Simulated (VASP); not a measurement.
Input of a VASP 6.6.1 run:

The input INCAR:

```
PREC = Accurate ; ENCUT = 230
EDIFF = 1E-6 ; ISMEAR = 1
SIGMA = 0.1 ; LREAL = F
LASPH = T ; NELM = 100
ALGO = Normal ; ISIF = 2
LWAVE = F ; LCHARG = T
GGA = PE ; LVHAR = T
```

KPOINTS

```
regular mesh
0
Gamma
  14 14 8
```

File POSCAR:

```
Sc                                      
1.0
    3.2884380174      0.0000000000      0.0000000000
   -1.6442190087      2.8478708615     -0.0000000000
    0.0000000000      0.0000000000      5.1064067809
  Sc            
     2
Direct
     0.3333333300000021    0.6666666699999979    0.2500000000000000
     0.6666666699999979    0.3333333300000021    0.7500000000000000
```

Potentials or basis: VASP PAW PBE potentials, release 64 (Sc_sv).

Command:

```console
$ cat potpaw_PBE.64/Sc_sv/POTCAR > POTCAR
$ mpirun -np 1 vasp_std > vasp.out
```

**Question.** Predict the band gap on the k mesh.

**Answer.** None (metal or under the smearing width).
